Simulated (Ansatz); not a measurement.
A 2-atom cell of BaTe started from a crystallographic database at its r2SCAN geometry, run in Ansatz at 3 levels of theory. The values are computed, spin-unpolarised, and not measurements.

The LDA input:
```yaml
crystal:
  lattice:
    - [0.0, 3.5323793482, 3.5323793482]
    - [3.5323793482, 0.0, 3.5323793482]
    - [3.5323793482, 3.5323793482, 0.0]
  atoms:
    - { symbol: Ba, position: [0.0, 0.0, 0.0] }
    - { symbol: Te, position: [0.5, 0.5, 0.5] }
kpoints:
  mp_grid: { grid: [6, 6, 6] }
  band_path:
    path:
      - [0.0, 0.0, 0.0]
      - [0.5, 0.0, 0.5]
      - [0.625, 0.25, 0.625]
      - [0.375, 0.375, 0.75]
      - [0.5, 0.5, 0.5]
      - [0.5, 0.25, 0.75]
      - [0.0, 0.5, 0.5]
    npoints: 1
hamiltonian:
  xc: lda
scf:
  occupations: { method: fixed }
  n_extra_bands: 4
output:
  forces: true
  stress: true
  eigenvalues: true
  write_density: true
  write_potential: true
  elf: true
  volumetric_format: npy
```

Main results, then, where recorded, the levels near the gap in eV from the Fermi energy (columns number the bands from 0), one row a point of the path (Γ, X, U, K, L, W, X):
```
Crystal: 2 atoms, lattice volume = 88.152 Å³
Symmetry: 48 space group operations
Space group: Fm-3m (ITA 225)
```
```
Basis set: ecut = 420 eV, 1759 PW (Γ)
k-points: 16 of 216
SCF 1 converged in 6 iterations: F = -12610.347150 eV  dr2 = 4.30e-9
Free energy (F): -12610.347150 eV
Fermi energy:    5.839813 eV
--- Stress (GPa, compression-positive) ---
       -2.495185       0.000000       0.000000
        0.000000      -2.495185       0.000000
        0.000000       0.000000      -2.495185
  P = ⅓ Tr σ = -2.4952 GPa (-24.952 kbar)
```
```tsv
band_10	band_11	band_12	band_13	band_14	band_15
0.000	0.000	0.000	2.622	2.913	2.913
-1.076	-0.357	-0.357	1.534	4.396	4.432
-1.208	-1.002	-0.709	2.525	4.833	5.041
-1.208	-1.002	-0.709	2.525	4.833	5.041
-2.153	-1.030	-1.030	3.987	4.647	4.805
-1.205	-0.890	-0.890	3.416	3.416	4.698
-1.076	-0.357	-0.357	1.534	4.396	4.432
```

The LDA gap is indirect, 1.53 eV (Γ to X), below the direct gap of 1.89 eV at X.

HSE06. Against the first input these blocks differ (the band path and keys that only write files left aside):
```yaml
kpoints:
  mp_grid: { grid: [4, 4, 4] }
hamiltonian:
  xc: hse06
```

```
Basis set: ecut = 420 eV, 1759 PW (Γ)
k-points: 8 of 64
SCF 1 stopped early in 2 iterations: F = -12933.131376 eV  dr2 = 8.74e-5
Exchange kernel: α = 0.2500, screened, ω = 0.2079 Å⁻¹, Wigner–Seitz truncation, v(0) = 1044.0119 eV·Å³, q-mesh 4×4×4
SCF 2 stopped early in 7 iterations: F = -12942.744365 eV  dr2 = 1.60e-7
hybrid outer 1: dexx = +4.588e-3 eV, tail = 4.87e-5 eV
SCF 3 converged in 4 iterations: F = -12942.744422 eV  dr2 = 9.54e-9
hybrid outer 2: dexx = +1.973e-7 eV, tail = 2.39e-8 eV, Δε = 9.71e-4 eV
Free energy (F): -12942.744422 eV
Fermi energy:    5.623186 eV
--- Stress (GPa, compression-positive) ---
       -0.223486       0.000000       0.000000
        0.000000      -0.223486       0.000000
        0.000000       0.000000      -0.223486
  P = ⅓ Tr σ = -0.2235 GPa (-2.235 kbar)
```
```tsv
band_10	band_11	band_12	band_13	band_14	band_15
0.000	0.000	0.000	3.663	3.840	3.840
-1.202	-0.405	-0.405	2.346	5.380	5.462
-1.269	-1.102	-0.762	3.397	5.910	6.099
-1.269	-1.102	-0.762	3.397	5.910	6.099
-2.272	-1.083	-1.083	4.857	5.732	5.928
-1.273	-0.966	-0.966	4.356	4.356	5.699
-1.202	-0.405	-0.405	2.346	5.380	5.462
```

With HSE06 the valence top lies at Γ and the conduction bottom at X, 2.35 eV higher; the smallest vertical gap, at X, is 2.75 eV. The mean stress, -0.2 GPa, is small, and the program warns that its thresholds are loose for a hybrid's stress.

DDH-PBE0. Against the first input these blocks differ (the band path and keys that only write files left aside):
```yaml
crystal:
  host: atoms
kpoints:
  mp_grid: { grid: [4, 4, 4] }
hamiltonian:
  xc:
    exchange: pbe
    correlation: pbe
    exx: { coeff: inverse_dielectric }
```

```
ε∞ on k-mesh 4×4×4 of a primitive cell: xx 5.8993, yy 5.8993, zz 5.8993; 3/Tr ε∞, of that cell with its empty space = 0.16951242093445085
Basis set: ecut = 420 eV, 1759 PW (Γ)
k-points: 8 of 64
SCF 1 stopped early in 2 iterations: F = -12933.130862 eV  dr2 = 7.92e-5
SCF 2 converged in 7 iterations: F = -12938.364222 eV  dr2 = 7.62e-8
hybrid outer 1: dexx = +2.450e-3 eV, tail = 1.14e-5 eV
SCF 3 converged in 3 iterations: F = -12938.364246 eV  dr2 = 1.08e-8
hybrid outer 2: dexx = +3.949e-8 eV, tail = 2.31e-8 eV, Δε = 7.92e-4 eV
Free energy (F): -12938.364246 eV
Fermi energy:    5.558395 eV
--- Stress (GPa, compression-positive) ---
       -0.150932       0.000000       0.000000
        0.000000      -0.150932       0.000000
        0.000000       0.000000      -0.150932
  P = ⅓ Tr σ = -0.1509 GPa (-1.509 kbar)
```
```tsv
band_10	band_11	band_12	band_13	band_14	band_15
0.000	0.000	0.000	3.828	4.033	4.033
-1.197	-0.401	-0.401	2.558	5.548	5.635
-1.273	-1.104	-0.763	3.602	6.070	6.256
-1.273	-1.104	-0.763	3.602	6.070	6.256
-2.277	-1.093	-1.093	5.055	5.894	6.077
-1.275	-0.967	-0.967	4.548	4.548	5.872
-1.197	-0.401	-0.401	2.558	5.548	5.635
```

The DDH-PBE0 gap is indirect, 2.56 eV (Γ to X), below the direct gap of 2.96 eV at X. The mean stress, -0.2 GPa, is small, and the program warns that its thresholds are loose for a hybrid's stress.

Small level splittings and stresses of the hybrids carry the error of their coarser meshes.

Totals of different functionals can't be compared.

No spin-orbit coupling is included; it can move band edges with weight on the heavy atoms by tenths of an eV.

The meshes of the hybrids are coarse, so their gaps aren't converged to the digits shown.
